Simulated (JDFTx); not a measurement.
Crystal: Pd.

```xyz
1
Lattice="0.0000 1.9465 1.9465 1.9465 0.0000 1.9465 1.9465 1.9465 0.0000" Properties=species:S:1:pos:R:3 pbc="T T T"
Pd    0.0000    0.0000    0.0000
```

A run of JDFTx 1.7.0 (patched build) on this cell left the log below. Logs are shortened: lines on timing, memory, paths and dates and some standing lists are left out, and cuts for length are marked.

```text
*************** JDFTx 1.7.0 (patched build) ***************

Input parsed successfully to the following command list (including defaults):
[... the input with its defaults ...]

---------- Setting up symmetries ----------

Found 48 point-group symmetries of the bravais lattice
Found 48 space-group symmetries with basis
Applied RMS atom displacement 0 bohrs to make symmetries exact.

---------- Initializing the Grid ----------
R =
[            0      3.67835      3.67835  ]
[      3.67835            0      3.67835  ]
[      3.67835      3.67835            0  ]
unit cell volume = 99.5382
G =
[  -0.854076   0.854076   0.854076  ]
[   0.854076  -0.854076   0.854076  ]
[   0.854076   0.854076  -0.854076  ]
Minimum fftbox size, Smin = [  32  32  32  ]
Chosen fftbox size, S = [  32  32  32  ]

---------- Exchange Correlation functional ----------
Initalized PBE GGA exchange.
Initalized PBE GGA correlation.

---------- Setting up pseudopotentials ----------
Width of ionic core gaussian charges (only for fluid interactions / plotting) set to 0

Reading pseudopotential file 'pseudo/Pd.upf':
  'Pd' pseudopotential, 'PBE' functional
  Generated using ONCVPSP code by D. R. Hamann
  18 valence electrons, 3 orbitals, 6 projectors, 1001 radial grid points, with lMax = 2
    4S    l: 0   occupation:  2.0   eigenvalue: -3.135885
    4P    l: 1   occupation:  6.0   eigenvalue: -1.881528
    4D    l: 2   occupation: 10.0   eigenvalue: -0.148752
  Core radius for overlap checks: 2.11 bohrs.

Initialized 1 species with 1 total atoms.

Folded 1 k-points by 12x12x12 to 1728 k-points.

---------- Setting up k-points, bands, fillings ----------
Reduced to 72 k-points under symmetry.
Computing the number of bands and number of electrons
Calculating initial fillings.
nElectrons:  18.000000   nBands: 15   nStates: 72

----- Setting up reduced wavefunction bases (one per k-point) -----
average nbasis = 1202.369 , ideal nbasis = 1202.746

---------- Setting up ewald sum ----------
[... 79 lines left out ...]
-------------------------------------
        F =     -127.3200768527698443

LatticeMinimize: Iter:   0  F: -127.320076852769844  |grad|_K:  9.805e-03

#--- Lowdin population analysis ---
# oxidation-state Pd +0.646

-------- Electronic minimization -----------
Will mix electronic density at each iteration.
	FillingsUpdate:  mu: +0.737745064  nElectrons: 18.000000
	FillingsUpdate:  mu: +0.733831020  nElectrons: 18.000000
SCF: Cycle:  0   F: -127.320166745146963   dF: -2.306e-06   |Residual|: 1.169e-03   |deigs|: 4.339e-05
	FillingsUpdate:  mu: +0.734157815  nElectrons: 18.000000
SCF: Cycle:  1   F: -127.320168321944095   dF: -1.577e-06   |Residual|: 1.844e-04   |deigs|: 3.168e-04
	FillingsUpdate:  mu: +0.734141705  nElectrons: 18.000000
SCF: Cycle:  2   F: -127.320168337484333   dF: -1.554e-08   |Residual|: 6.905e-05   |deigs|: 1.442e-05
	FillingsUpdate:  mu: +0.734134431  nElectrons: 18.000000
SCF: Cycle:  3   F: -127.320168339733172   dF: -2.249e-09   |Residual|: 1.305e-05   |deigs|: 7.118e-06
	FillingsUpdate:  mu: +0.734133636  nElectrons: 18.000000
SCF: Cycle:  4   F: -127.320168339915440   dF: -1.823e-10   |Residual|: 4.774e-06   |deigs|: 5.079e-06
	FillingsUpdate:  mu: +0.734134114  nElectrons: 18.000000
SCF: Cycle:  5   F: -127.320168339937155   dF: -2.171e-11   |Residual|: 6.376e-07   |deigs|: 4.471e-06
SCF: Converged (|Delta E|<1.000000e-09 for 2 iters).

Setting wave functions to eigenvectors of Hamiltonian
LatticeMinimize: 	Wolfe criterion not satisfied: alpha: 1  (E-E0)/|gdotd0|: -0.951585  gdotd/gdotd0: 0.904511 (taking cubic step)

-------- Electronic minimization -----------
Will mix electronic density at each iteration.
	FillingsUpdate:  mu: +0.734134114  nElectrons: 18.000000
	FillingsUpdate:  mu: +0.726351819  nElectrons: 18.000000
SCF: Cycle:  0   F: -127.320317170794482   dF: -8.675e-06   |Residual|: 2.407e-03   |deigs|: 1.504e-05
	FillingsUpdate:  mu: +0.727023562  nElectrons: 18.000000
SCF: Cycle:  1   F: -127.320323827319697   dF: -6.657e-06   |Residual|: 4.155e-04   |deigs|: 6.514e-04
	FillingsUpdate:  mu: +0.726968780  nElectrons: 18.000000
SCF: Cycle:  2   F: -127.320323919983679   dF: -9.266e-08   |Residual|: 1.263e-04   |deigs|: 4.350e-05
	FillingsUpdate:  mu: +0.726960468  nElectrons: 18.000000
SCF: Cycle:  3   F: -127.320323925814989   dF: -5.831e-09   |Residual|: 3.051e-05   |deigs|: 5.411e-06
	FillingsUpdate:  mu: +0.726957616  nElectrons: 18.000000
SCF: Cycle:  4   F: -127.320323926319745   dF: -5.048e-10   |Residual|: 8.626e-06   |deigs|: 3.827e-06
	FillingsUpdate:  mu: +0.726959954  nElectrons: 18.000000
SCF: Cycle:  5   F: -127.320323926408690   dF: -8.895e-11   |Residual|: 2.649e-06   |deigs|: 2.837e-06
SCF: Converged (|Delta E|<1.000000e-09 for 2 iters).
[... 257 lines left out ...]
# Energy components:
   Eewald =      -99.5970190023285795
       EH =       25.6549488014804901
     Eloc =      -69.2869253069216171
      Enl =      -13.1671668555813106
      Exc =      -20.1490053581300401
 Exc_core =        6.2220187259232116
       KE =       43.0033024506535995
-------------------------------------
     Etot =     -127.3198465449042374
       TS =        0.0007551902179651
-------------------------------------
        F =     -127.3206017351221959

LatticeMinimize: Iter:   5  F: -127.320601735122196  |grad|_K:  9.721e-06  alpha:  1.000e+00  linmin:  1.000e+00
LatticeMinimize: Converged (|Delta F|<1.000000e-06 for 2 iters).

#--- Lowdin population analysis ---
# oxidation-state Pd +0.642

Dumping 'run.eigStats' ...
	eMin: -2.385703 at state 0 ( [ +0.000000 +0.000000 +0.000000 ] spin 0 )
	HOMO: +0.698246 at state 60 ( [ +0.083333 +0.416667 +0.500000 ] spin 0 )
	mu  : +0.698247
	LUMO: +0.698321 at state 12 ( [ +0.000000 +0.083333 +0.500000 ] spin 0 )
	eMax: +1.768830 at state 38 ( [ +0.000000 +0.333333 -0.333333 ] spin 0 )
	HOMO-LUMO gap: +0.000075
	Optical gap  : +0.004241 at state 39 ( [ +0.000000 +0.416667 +0.416667 ] spin 0 )
Done!
```

Q: Write the input and the command behind it.

A: Relaxation of cell and atoms with PBE, no spin polarisation. The files as run (others can give the same):

Pd.in
```
include Pd.lattice
coords-type Lattice
include Pd.ionpos

ion-species pseudo/Pd.upf
elec-cutoff 40
elec-ex-corr gga-PBE
kpoint-folding 12 12 12
elec-smearing Fermi 0.0018374661
elec-n-bands 15
electronic-SCF nIterations 100 energyDiffThreshold 1e-09
electronic-minimize nIterations 30 energyDiffThreshold 1e-7
forces-output-coords Cartesian
lattice-minimize nIterations 40 energyDiffThreshold 1e-6

dump-name run.$VAR
dump End Ecomponents EigStats BandEigs Kpoints Forces Stress
```

Pd.lattice
```
lattice \
    0.0000000000     3.6783519016     3.6783519016 \
    3.6783519016     0.0000000000     3.6783519016 \
    3.6783519016     3.6783519016     0.0000000000
```

Pd.ionpos
```
ion Pd     0.0000000000     0.0000000000     0.0000000000 1
```

Potentials or basis: SPMS-PBE-1.0 with smoothed tails.
Launch:
```console
$ jdftx -c 1 -i Pd.in -o Pd.out
```
